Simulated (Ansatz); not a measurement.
# S on Pd(111): change of the work function

How does S on the fcc site change the work function of Pd(111) as the layer fills?

Main program and level: Ansatz 0.2.0; plane-wave DFT, PBE, Ansatz PAW.

This is a report of a sequence of runs, with most program output left out.

**1. The starting structure**

The cell holds 4 atoms: 4 Pd. Cell: a = 2.751 Å, b = 2.751 Å, c = 24.738 Å, α = 90.0°, β = 90.0°, γ = 60.0°. Vacuum lies along c.

**2. The clean slab**

The bare slab comes first, as the zero from which every change is counted. The two lowest layers are held at bulk places and the upper ones relax. The dipole correction removes the false field that a one-sided slab makes across the periodic vacuum, so each face gets a flat vacuum level of its own.

Contents of input.yaml:

```yaml
crystal:
  lattice:
    - [2.7506453788, 0.0, 0.0]
    - [1.3753226894, 2.3821287749, 0.0]
    - [0.0, 0.0, 24.7376776414]
  atoms:
    - { symbol: Pd, position: [0.0, 0.0, 0.3638174986] }
    - { symbol: Pd, position: [0.3333333333, 0.3333333333, 0.4546058329] }
    - { symbol: Pd, position: [0.6666666667, 0.6666666667, 0.5453941671] }
    - { symbol: Pd, position: [0.0, 0.0, 0.6361825014] }
kpoints:
  mp_grid: { grid: [12, 12, 1] }
hamiltonian:
  xc: pbe
scf:
  occupations: { method: fermi_dirac, width: 0.1 }
  convergence: { dr2_threshold: 1.0e-08 }
efield:
  axis: 3
  dipole_correction: true
  ramp_position: 0.97
  ramp_width: 0.06
relax:
  f_tol: 0.02
  max_steps: 60
  constraints: [{ sites: [0, 1] }]
output:
  write_potential: true
  write_density: true
  volumetric_format: npy
```

On the command line:

```sh
ansatz run input.yaml --threads 4 --pin off --max-ram 6144MiB --backend cpu --events-out ev --progress --plain --runs-dir out
```

It took 5 s on 4 threads of Intel Xeon 6975P-C (Granite Rapids), shared host; peak memory 0.57 GiB; 19 s of CPU time.

Relaxation path:

| step | energy less that of the first step (eV) | largest force component (eV/Å) |
| --- | --- | --- |
| 1 | 0.0000 | 0.3166 |
| 2 | -0.0129 | 0.1195 |
| 3 | -0.0149 | 0.0100 |

Forces are held to the 6 operations that the run works with; a distortion that breaks them can't arise in this run.

The atoms that moved most (Å):

| atom | dx | dy | dz | length |
| --- | --- | --- | --- | --- |
| Pd4 | 0.000 | 0.000 | 0.106 | 0.106 |
| Pd3 | 0.000 | 0.000 | 0.048 | 0.048 |

Final coordinates:

```xyz
4
Lattice="2.7506 0.0000 0.0000 1.3753 2.3821 0.0000 0.0000 0.0000 24.7377" Properties=species:S:1:pos:R:3
Pd    0.0000    0.0000    9.0000
Pd    1.3753    0.7940   11.2459
Pd    2.7506    1.5881   13.5399
Pd    0.0000    0.0000   15.8436
```

This step gave:

```yaml
energy_at_zero_smearing: -27890.2994 eV
work_function_upper_face: 5.268 eV
dipole_along_the_normal: -7.03e-4 e·Å
```

Running mean over 2.246 Å of the planar mean; the ramp of the sawtooth is left out. Electron's electrostatic potential energy less the Fermi level against z:

| z (Å) | electron's electrostatic potential energy less the Fermi level (eV) |
| --- | --- |
| 4 | 5.25 |
| 5 | 5.25 |
| 6 | 5.19 |
| 7 | 4.40 |
| 8 | -3.11 |
| 9 | -8.25 |
| 10 | -8.48 |
| 11 | -8.56 |
| 12 | -8.24 |
| 13 | -8.35 |
| 14 | -8.28 |
| 15 | -7.94 |
| 16 | -8.01 |
| 17 | -1.45 |
| 18 | 4.73 |
| 19 | 5.23 |
| 20 | 5.27 |
| 21 | 5.27 |

The relaxation took 3 steps and lowered the energy by 0.015 eV; the largest force on the free atoms ends at 0.010 eV/Å.

The work function of the upper face is 5.27 eV.

**3. The covered slab, k-mesh 6×6×1, coverage 0.25 ML**

System of this step: Pd16S (S/Pd(111)). The cell holds 17 atoms: 16 Pd and 1 S. Cell: a = 5.501 Å, b = 5.501 Å, c = 26.791 Å, α = 90.0°, β = 90.0°, γ = 60.0°. Vacuum lies along c.

The clean slab as it ended is repeated in the plane and the adsorbate is set on one face; the cell's size fixes the coverage, and the k-mesh shrinks with it to keep the sampling density about even. Adsorbate and upper layers relax, since the dipole depends on the height.

Contents of input.yaml:

```yaml
crystal:
  lattice:
    - [5.5012907577, 0.0, 0.0]
    - [2.7506453788, 4.7642575497, 0.0]
    - [0.0, 0.0, 26.7914800111]
  atoms:
    - { symbol: Pd, position: [0.0, 0.0, 0.3359276903] }
    - { symbol: Pd, position: [0.1666666667, 0.1666666667, 0.419756301] }
    - { symbol: Pd, position: [0.3333333333, 0.3333333333, 0.5053802456] }
    - { symbol: Pd, position: [0.0, 0.0, 0.5913678626] }
    - { symbol: Pd, position: [0.0, 0.5, 0.3359276903] }
    - { symbol: Pd, position: [0.1666666667, 0.6666666667, 0.419756301] }
    - { symbol: Pd, position: [0.3333333333, 0.8333333333, 0.5053802456] }
    - { symbol: Pd, position: [0.0, 0.5, 0.5913678626] }
    - { symbol: Pd, position: [0.5, 0.0, 0.3359276903] }
    - { symbol: Pd, position: [0.6666666667, 0.1666666667, 0.419756301] }
    - { symbol: Pd, position: [0.8333333333, 0.3333333333, 0.5053802456] }
    - { symbol: Pd, position: [0.5, 0.0, 0.5913678626] }
    - { symbol: Pd, position: [0.5, 0.5, 0.3359276903] }
    - { symbol: Pd, position: [0.6666666667, 0.6666666667, 0.419756301] }
    - { symbol: Pd, position: [0.8333333333, 0.8333333333, 0.5053802456] }
    - { symbol: Pd, position: [0.5, 0.5, 0.5913678626] }
    - { symbol: S, position: [0.1666666667, 0.1666666667, 0.6640723097] }
kpoints:
  mp_grid: { grid: [6, 6, 1] }
hamiltonian:
  xc: pbe
scf:
  occupations: { method: fermi_dirac, width: 0.1 }
  convergence: { dr2_threshold: 1.0e-08 }
efield:
  axis: 3
  dipole_correction: true
  ramp_position: 0.97
  ramp_width: 0.06
relax:
  f_tol: 0.02
  max_steps: 60
  constraints: [{ sites: [0, 1, 4, 5, 8, 9, 12, 13] }]
output:
  dos: { projected: true, e_range: [-8, 4] }
  write_potential: true
  write_density: true
  volumetric_format: npy
  elf: true
```

Wall time 62 s (4 threads); peak memory 3 GiB; 4 min of CPU time.

Step by step:

| step | energy less that of the first step (eV) | largest force component (eV/Å) |
| --- | --- | --- |
| 1 | 0.0000 | 2.9157 |
| 2 | -0.5323 | 1.6396 |
| 3 | -0.6533 | 0.6496 |
| 4 | -0.6711 | 0.0844 |
| 5 | -0.6717 | 0.0043 |

Forces are held to the 6 operations that the run works with; a distortion that breaks them can't arise in this run.

The atoms that moved most (Å):

| atom | dx | dy | dz | length |
| --- | --- | --- | --- | --- |
| S17 | 0.000 | 0.000 | -0.348 | 0.348 |
| Pd4 | -0.034 | -0.019 | 0.046 | 0.060 |
| Pd12 | 0.034 | -0.019 | 0.046 | 0.060 |
| Pd8 | 0.000 | 0.039 | 0.046 | 0.060 |
| Pd15 | 0.000 | 0.000 | 0.056 | 0.056 |

The relaxed structure:

```cif
data_structure
_symmetry_space_group_name_H-M 'P 1'
_symmetry_Int_Tables_number 1
_cell_length_a 5.5013
_cell_length_b 5.5013
_cell_length_c 26.7915
_cell_angle_alpha 90.000
_cell_angle_beta 90.000
_cell_angle_gamma 60.000
_cell_volume 702.19
loop_
_atom_site_label
_atom_site_type_symbol
_atom_site_fract_x
_atom_site_fract_y
_atom_site_fract_z
_atom_site_occupancy
Pd1 Pd 0.00000 0.00000 0.33593 1
Pd2 Pd 0.16667 0.16667 0.41976 1
Pd3 Pd 0.33334 0.33334 0.50533 1
Pd4 Pd 0.99593 0.99593 0.59308 1
Pd5 Pd 0.00000 0.50000 0.33593 1
Pd6 Pd 0.16667 0.66667 0.41976 1
Pd7 Pd 0.33334 0.83332 0.50533 1
Pd8 Pd 0.99593 0.50815 0.59308 1
Pd9 Pd 0.50000 0.00000 0.33593 1
Pd10 Pd 0.66667 0.16667 0.41976 1
Pd11 Pd 0.83332 0.33334 0.50533 1
Pd12 Pd 0.50815 0.99593 0.59308 1
Pd13 Pd 0.50000 0.50000 0.33593 1
Pd14 Pd 0.66667 0.66667 0.41976 1
Pd15 Pd 0.83333 0.83333 0.50747 1
Pd16 Pd 0.50000 0.50000 0.59119 1
S17 S 0.16667 0.16667 0.65110 1
```

This step gave:

| Item | Value |
| --- | --- |
| energy at zero smearing | -112465.0394 eV |
| work function, upper face | 5.244 eV |
| dipole along the normal | -0.002897 e·Å |

Running mean over 2.246 Å of the planar mean; the ramp of the sawtooth is left out. The electron's electrostatic potential energy less the Fermi level by z:

| z (Å) | electron's electrostatic potential energy less the Fermi level (eV) |
| --- | --- |
| 3.5 | 5.22 |
| 4.0 | 5.22 |
| 4.5 | 5.22 |
| 5.0 | 5.22 |
| 5.5 | 5.21 |
| 6.0 | 5.17 |
| 6.5 | 5.01 |
| 7.0 | 4.38 |
| 7.5 | 1.76 |
| 8.0 | -3.12 |
| 8.5 | -7.05 |
| 9.0 | -8.26 |
| 9.5 | -8.43 |
| 10.0 | -8.48 |
| 10.5 | -8.51 |
| 11.0 | -8.55 |
| 11.5 | -8.48 |
| 12.0 | -8.15 |
| 12.5 | -7.99 |
| 13.0 | -8.29 |
| 13.5 | -8.51 |
| 14.0 | -8.33 |
| 14.5 | -7.94 |
| 15.0 | -8.03 |
| 15.5 | -8.58 |
| 16.0 | -9.02 |
| 16.5 | -8.07 |
| 17.0 | -4.22 |
| 17.5 | 0.189 |
| 18.0 | 2.43 |
| 18.5 | 3.65 |
| 19.0 | 4.64 |
| 19.5 | 5.12 |
| 20.0 | 5.22 |
| 20.5 | 5.24 |
| 21.0 | 5.24 |
| 21.5 | 5.24 |
| 22.0 | 5.24 |
| 22.5 | 5.24 |
| 23.0 | 5.24 |
| 23.5 | 5.24 |

The density of states has structure finer than the step of the table below, so its rows give means over 0.25 eV, whole bins alone (the curve runs from -8 to 1.98 eV). Peaks (eV: height): -4.300: 53.1, -3.340: 50.5, -2.590: 71.5, -2.470: 77.0, -2.350: 58.4, -2.230: 74.4, -0.270: 50.0.

The density of states by energy, zero at the Fermi level; means over each step:

energy (eV), density of states (states/eV a cell) and a bar:
```
    -6.75        0.0 
    -6.50        0.7 
    -6.25        1.1 #
    -6.00        1.7 #
    -5.75        5.2 ###
    -5.50        5.4 ####
    -5.25       10.4 #######
    -5.00       12.5 ########
    -4.75       22.0 ##############
    -4.50       29.2 ###################
    -4.25       38.4 #########################
    -4.00       31.4 ####################
    -3.75       23.4 ###############
    -3.50       20.6 #############
    -3.25       27.2 ##################
    -3.00       28.5 ##################
    -2.75       32.2 #####################
    -2.50       46.5 ##############################
    -2.25       39.1 #########################
    -2.00       33.6 ######################
    -1.75       27.4 ##################
    -1.50       32.8 #####################
    -1.25       31.9 #####################
    -1.00       33.3 #####################
    -0.75       30.9 ####################
    -0.50       31.0 ####################
    -0.25       38.9 #########################
     0.00       31.0 ####################
     0.25       13.7 #########
     0.50        6.1 ####
     0.75        2.9 ##
     1.00        5.9 ####
     1.25        4.3 ###
     1.50        5.0 ###
     1.75        4.8 ###
```

Projected DOS per atom over height of the atomic layer and energy from the Fermi level. Layers: Pd4 Pd4 Pd4 Pd4 S from below.

Values in states/eV, 22 rows by 5 columns, each cell a mean:
```
0.04 0.03 0.04 0.07 0.21
0.06 0.04 0.05 0.06 0.18
0.08 0.09 0.10 0.10 0.23
0.25 0.20 0.31 0.57 1.25
2.22 2.41 1.91 1.12 0.78
2.23 1.98 1.82 1.53 0.54
2.47 1.66 1.87 2.06 0.51
2.08 1.46 2.09 1.90 0.58
2.24 1.42 1.45 2.00 0.56
2.84 2.40 2.26 2.13 0.58
1.97 2.23 2.02 2.13 0.38
1.23 1.30 1.87 1.65 0.53
1.44 1.44 1.47 1.52 0.48
1.73 2.56 2.05 1.92 0.60
0.78 2.16 1.87 1.01 0.34
0.12 0.37 0.50 1.00 2.76
0.02 0.04 0.13 0.68 1.64
0.01 0.01 0.02 0.16 0.50
0.00 0.00 0.00 0.01 0.05
0.00 0.00 0.00 0.00 0.00
0.00 0.00 0.00 0.00 0.00
0.00 0.00 0.00 0.00 0.00
```
Columns: height of the atomic layer (Å) from 9 to 17.4 (not evenly spaced); rows upwards: energy from the Fermi level (eV) from -7.96 to 1.95.

Electrostatic potential energy in the ca plane at fractional y = 0.167, with atoms of Pd and S within 0.2 Å of it. With pseudopotentials it is smooth inside the atoms' cores, unlike the true potential.

Ten even steps from '0' (-37 eV) to '9' (9 eV), each cell a mean:
```
43589988899864468875458889999999999999999999
54589988899864468875458999999999999999999999
76789753578876689987678999999999999999999999
88898400048988899998889999999999999999999999
99998200027999999999999999999999999999999999
99998300027999999999899999999999999999999999
87888621268987889987789999999999999999999999
54689876789875578975568999999999999999999999
43589988899863468874358999999999999999999999
65689876789865578986568778899999999999999999
87888621258987789998786323699999999999999999
99998300027999999999884010389999999999999999
99998200027999999999883021289999999999999999
88898400048988899998885101589999999999999999
76789853578876689987677656899999999999999999
```
Columns run along c (16.0 Å, from fractional 0.32 to 0.92 of the cell; values clipped at the 3rd and 97th percentile), rows up along a (5.5 Å). Atoms in or near the plane, at fractional coordinates: Pd at (0.42, 0.17), Pd at (0.42, 0.67), S at (0.65, 0.17).

Valence density in the ca plane at fractional y = 0.167, with atoms of Pd and S within 0.2 Å of it. It is the smooth field of the valence electrons, not physical close to the nuclei.

Values in units of 1e0 e/Å³, 8 rows by 16 columns, each cell a mean:
```
1.5 0.3 0.3 0.2 0.9 1.0 0.4 1.3 0.3 0.1 0.0 0.0 0.0 0.0 0.0 0.0
0.6 0.3 3.0 1.1 0.4 0.5 0.3 0.6 0.1 0.0 0.0 0.0 0.0 0.0 0.0 0.0
0.2 0.5 9.8 3.9 0.2 0.2 0.2 0.2 0.1 0.0 0.0 0.0 0.0 0.0 0.0 0.0
0.6 0.3 3.5 1.3 0.4 0.4 0.3 0.6 0.1 0.0 0.0 0.0 0.0 0.0 0.0 0.0
1.5 0.3 0.3 0.2 0.9 1.0 0.4 1.3 0.3 0.1 0.0 0.0 0.0 0.0 0.0 0.0
0.6 0.3 3.0 1.1 0.4 0.5 0.2 0.5 0.8 0.6 0.1 0.0 0.0 0.0 0.0 0.0
0.2 0.5 9.8 3.9 0.2 0.2 0.1 0.3 0.8 0.8 0.1 0.0 0.0 0.0 0.0 0.0
0.6 0.3 3.5 1.3 0.4 0.4 0.2 0.6 0.8 0.6 0.1 0.0 0.0 0.0 0.0 0.0
```
Columns run along c (16.0 Å, from fractional 0.32 to 0.92 of the cell), rows up along a (5.5 Å). Atoms in or near the plane, at fractional coordinates: Pd at (0.42, 0.17), Pd at (0.42, 0.67), S at (0.65, 0.17).

ELF in the ca plane at fractional y = 0.167, with atoms of Pd and S within 0.2 Å of it. It is the smooth field of the valence electrons, not physical close to the nuclei.

Ten even steps from '0' (0.00) to '9' (0.91), each cell a mean:
```
44322222222234421223432466653100000000000000
44322222222234422223432223211000000000000000
23222234422223321122322111000000000000000000
22222355542222221112222110000000000000000000
22222453452222211112222100000000000000000000
22222454542222211112222100000000000000000000
22222355532222221122222110000000000000000000
33322222222233321223332111110000000000000000
44322222222234431223432345432100000000000000
33322223222233321223323688875210000000000000
22222355532222221112236889997410000000000000
22222454542222211111247526998520000000000000
22222453452222211111247405998620000000000000
22222455542222211111237758998520000000000000
33222234322223321122225789986310000000000000
```
Columns run along c (16.0 Å, from fractional 0.32 to 0.92 of the cell), rows up along a (5.5 Å). Atoms in or near the plane, at fractional coordinates: Pd at (0.42, 0.17), Pd at (0.42, 0.67), S at (0.65, 0.17).

The relaxation took 5 steps and lowered the energy by 0.67 eV; the largest force on the free atoms ends at 0.0043 eV/Å.

By hand: a sheet of dipoles makes a step −p/(ε₀A) in the electron's potential. With e/ε₀ = 180.95 V·Å, p = -0.002897 e·Å and A = 26.21 Å², that is −180.95 × (-0.002897) / 26.21 = +0.020 eV, and the two vacuum levels of the run differ by +0.020 eV.

The covered face has 5.24 eV, -0.02 eV against the clean one; the bare back face has moved by -0.02 eV, a measure of how thin the slab is.

**4. Adsorbate added, k-mesh 12×12×1, coverage 1 ML**

System of this step: Pd4S (S/Pd(111)). The cell holds 5 atoms: 4 Pd and 1 S. Cell: a = 2.751 Å, b = 2.751 Å, c = 26.791 Å, α = 90.0°, β = 90.0°, γ = 60.0°. Vacuum lies along c.

Another coverage, to see how the dipoles act on each other as their distance changes.

input.yaml, the sections that differ from step 3:

```yaml
crystal:
  lattice:
    - [2.7506453788, 0.0, 0.0]
    - [1.3753226894, 2.3821287749, 0.0]
    - [0.0, 0.0, 26.7914800111]
  atoms:
    - { symbol: Pd, position: [0.0, 0.0, 0.3359276903] }
    - { symbol: Pd, position: [0.3333333333, 0.3333333333, 0.419756301] }
    - { symbol: Pd, position: [0.6666666667, 0.6666666667, 0.5053802456] }
    - { symbol: Pd, position: [0.0, 0.0, 0.5913678626] }
    - { symbol: S, position: [0.3333333333, 0.3333333333, 0.6640723097] }
kpoints:
  mp_grid: { grid: [12, 12, 1] }
relax:
  f_tol: 0.02
  max_steps: 60
  constraints: [{ sites: [0, 1] }]
output:
  write_potential: true
  write_density: true
  volumetric_format: npy
# hamiltonian, scf, efield: as in step 3
```

Elapsed: 7.6 s, on 4 threads; peak memory 0.58 GiB; 29 s of CPU time.

The steps of the relaxation:

| step | energy less that of the first step (eV) | largest force component (eV/Å) |
| --- | --- | --- |
| 1 | 0.0000 | 0.5781 |
| 2 | -0.0176 | 0.2643 |
| 3 | -0.0235 | 0.0597 |
| 4 | -0.0238 | 0.0026 |

The run keeps the 6 symmetry operations that it works with, so distortions that break them were not tested.

The atoms that moved most (Å):

| atom | dx | dy | dz | length |
| --- | --- | --- | --- | --- |
| Pd4 | 0.000 | 0.000 | 0.048 | 0.048 |
| S5 | 0.000 | 0.000 | -0.040 | 0.040 |
| Pd3 | 0.000 | 0.000 | 0.014 | 0.014 |

Final coordinates:

```xyz
5
Lattice="2.7506 0.0000 0.0000 1.3753 2.3821 0.0000 0.0000 0.0000 26.7915" Properties=species:S:1:pos:R:3
Pd    0.0000    0.0000    9.0000
Pd    1.3753    0.7940   11.2459
Pd    2.7506    1.5881   13.5541
Pd    0.0000    0.0000   15.8916
S     1.3753    0.7940   17.7519
```

Numbers from this step:

```
energy at zero smearing        : -28792.3561 eV
work function, upper face      : 4.750 eV
work function, lower face      : 5.219 eV
dipole along the normal        : 0.01698 e·Å
step between the vacuum levels : -0.4689 eV
```

Running mean over 2.246 Å of the planar mean; the ramp of the sawtooth is left out. Electron's electrostatic potential energy less the Fermi level against z:

| z (Å) | electron's electrostatic potential energy less the Fermi level (eV) |
| --- | --- |
| 3.5 | 5.22 |
| 4.0 | 5.22 |
| 4.5 | 5.22 |
| 5.0 | 5.21 |
| 5.5 | 5.20 |
| 6.0 | 5.16 |
| 6.5 | 5.00 |
| 7.0 | 4.37 |
| 7.5 | 1.75 |
| 8.0 | -3.13 |
| 8.5 | -7.06 |
| 9.0 | -8.26 |
| 9.5 | -8.44 |
| 10.0 | -8.48 |
| 10.5 | -8.51 |
| 11.0 | -8.55 |
| 11.5 | -8.48 |
| 12.0 | -8.15 |
| 12.5 | -8.00 |
| 13.0 | -8.30 |
| 13.5 | -8.55 |
| 14.0 | -8.38 |
| 14.5 | -8.03 |
| 15.0 | -8.22 |
| 15.5 | -9.03 |
| 16.0 | -10.1 |
| 16.5 | -11.4 |
| 17.0 | -10.6 |
| 17.5 | -7.95 |
| 18.0 | -5.91 |
| 18.5 | -3.46 |
| 19.0 | 0.298 |
| 19.5 | 3.45 |
| 20.0 | 4.49 |
| 20.5 | 4.70 |
| 21.0 | 4.74 |
| 21.5 | 4.75 |
| 22.0 | 4.75 |
| 22.5 | 4.75 |
| 23.0 | 4.75 |
| 23.5 | 4.75 |

The relaxation took 4 steps and lowered the energy by 0.024 eV; the largest force on the free atoms ends at 0.0026 eV/Å.

The covered face has 4.75 eV, -0.52 eV against the clean one; the bare back face has moved by -0.03 eV, a measure of how thin the slab is.

**5. Work function against coverage**

This step: plane-wave DFT, PBE, Ansatz PAW; work function against coverage (Ansatz 0.2.0).

The runs are now put side by side.

Numbers from this step:

| Quantity | Value |
| --- | --- |
| work function of the clean face | 5.268 eV |
| largest change of the work function | -0.5180 eV |

Work function of the covered face against coverage:

| coverage (adsorbates/nm²) | work function of the covered face (eV) |
| --- | --- |
| 0.00 | 5.27 |
| 3.82 | 5.24 |
| 15.26 | 4.75 |

The dipole per adsorbate comes from the change of the cell's dipole. Coverage, by row:

| coverage (1/nm²) | coverage (ML) | work function (eV) | change (eV) | dipole per adsorbate, positive end outwards (debye) | mean height of the added atoms over the highest substrate atom (Å) |
| --- | --- | --- | --- | --- | --- |
| 3.815 | 0.25 | 5.244 | -0.02423 | 0 | 1.554 |
| 15.26 | 1 | 4.75 | -0.518 | 0.085 | 1.86 |

**6. Summary of results**

```yaml
work_function_of_the_clean_face: 5.27 eV
work_function_at_0p25_ml: 5.24 eV
work_function_at_1_ml: 4.75 eV
dipole_per_adsorbate_at_0p25_ml_positive_end_outwards: 0.00 D
```

**Reading.** At the lowest coverage S changes the work function of Pd(111) by under 0.15 eV, within the error of so thin a slab; the largest change, -0.52 eV, comes at higher coverage. At the highest coverage the adsorbates are pressed to about 2.8 Å, closer than unbonded atoms of this kind usually come, so a real layer may not reach it. The slab has 4 layers, at the tabulated experimental lattice constant, one starting site was run, and quantum-size effects of a slab this thin can reach one or two tenths of an eV.

[Logs are printed without paths, hosts, clocks, repeated set-up lines and the standing remarks that a program may print on its own settings, such as how far it seeks lower states.]

[Hosts, paths, dates, database ids (printed as entryN), source tags and the programs' standing remarks are cut or masked in the printed files.]

[Maps of the electrostatic potential energy from Ansatz leave out the sawtooth potential of an applied field or a dipole correction, so their vacuum need not be flat; planar profiles and work functions include it.]

[The density of states shown here was stored with 400 of the rows of the run's finer table, so its peaks can read low, often by over a quarter, or be missed, and its means over a window can be off by a tenth or more.]
